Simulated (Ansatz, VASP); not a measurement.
This is a calculation of Pb for Ansatz 0.2.0.

File input.yaml:

```yaml
crystal:
  lattice:
    - [0.0, 2.47502, 2.47502]
    - [2.47502, 0.0, 2.47502]
    - [2.47502, 2.47502, 0.0]
  atoms:
    - { symbol: Pb, position: [0.0, 0.0, 0.0] }
hamiltonian:
  xc: blyp
  pseudopotentials: { kind: paw }
kpoints:
  mp_grid: { grid: [9, 9, 9] }
scf:
  occupations: { method: fermi_dirac, width: 0.05 }
output:
  forces: true
  stress: true
relax:
  f_tol: 0.01
  max_steps: 40
  cell: { stress_tol: 0.05 }
```

Potentials or basis: Ansatz PAW.

Launch:

```console
$ ansatz run input.yaml --threads 2 --pin off --max-ram 5632MiB --backend cpu --events-out ev --progress --plain --runs-dir out
```

Task: Translate it to VASP 6.6.1. Potentials there: VASP PAW PBE potentials, release 64 (Pb_d).

Result: As run (the cutoff follows the program's own potentials):

Contents of INCAR:

```
SYSTEM = Pb
PREC = Accurate
ENCUT = 600
EDIFF = 1E-7
ISMEAR = -1
SIGMA = 0.05
LREAL = .FALSE.
LASPH = .TRUE.
NELM = 80
ALGO = Normal
ISIF = 3
LWAVE = .FALSE.
LCHARG = .FALSE.
GGA = B5
ALDAX = 1.0
AGGAX = 1.0
AGGAC = 1.0
ALDAC = 0.0
IBRION = 2
NSW = 40
EDIFFG = -0.01
```

KPOINTS

```
regular mesh
0
G
  9 9 9
  0 0 0
```

File POSCAR:

```
Pb
1.0
    0.0000000000      2.4750200000      2.4750200000
    2.4750200000      0.0000000000      2.4750200000
    2.4750200000      2.4750200000      0.0000000000
Pb
1
Direct
    0.0000000000      0.0000000000      0.0000000000
```

Potentials or basis: VASP PAW PBE potentials, release 64 (Pb_d).

Command:

```console
$ cat potpaw_PBE.64/Pb_d/POTCAR > POTCAR
$ mpirun -np 1 vasp_std > vasp.out
```

Both were run:

|  | VASP | Ansatz | Ansatz less VASP |
| --- | --- | --- | --- |
| relaxed volume (Å³/atom) | 34.60 | 34.57 | -0.037 |
| relaxed cell length with the largest relative difference (Å) | 3.658 | 3.656 | -0.0013 |
| energy change over the relaxation (meV/atom) | -73 | -69 | +3.5 |

Caveats: the volume moved by +14 % from the deposited cell, more than functionals usually miss; the PAW data sets were made with another functional, which shifts forces and pressure a little (VASP); the plane-wave basis is chosen anew once the cell has moved, so the energies of steps on either side of that aren't comparable (Ansatz); the PAW data sets come from PBE, with cores solved anew for the run's functional, which leaves a small shift of forces and pressure (Ansatz). The runs have no spin-orbit coupling, so splittings on Pb are missing. Zero-point motion and thermal expansion aren't in these numbers.
